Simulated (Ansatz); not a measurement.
`F[SiH2][AlH2]` + `N=C(N)O` → `N/C(O)=[N]\[AlH2]` + `F[SiH3]`  (cleavage of the Al–Si bond)

Computed with Ansatz on PBE0-D4/def2-TZVP structures; ΔE is electronic, products minus reactants. CCSD(T)/CBS is the MP2 limit (def2-TZVPP, def2-QZVPP) plus CCSD(T) − MP2 in def2-TZVPP, frozen cores. This one scheme is used for every species. Functionals use def2-TZVPP. One conformer a species, not always the lowest.

(1) Is it downhill or uphill in electronic energy at CCSD(T)/CBS, and by how much? (Best estimate.)

(2) What do these levels give: r2SCAN-D4, ωB97M-V, MP2/def2-TZVPP, CCSD/def2-TZVPP, MP2/def2-QZVPP, CCSD/CBS(def2)? (Best estimate.)

Largest T1 diagnostic among the species: 0.014.

Answers

(1) Computed: Downhill: ΔE = -29.0 kcal/mol.

(2) The calculation gave: r2SCAN-D4 -29.6, ωB97M-V -30.4, MP2/def2-TZVPP -32.6, CCSD/def2-TZVPP -29.2, MP2/def2-QZVPP -32.5, CCSD/CBS(def2) -29.0 kcal/mol.

From PBE to PBE0 (25 % exact exchange), in def2-TZVPP and without D4, ΔE moves by −0.9 kcal/mol.
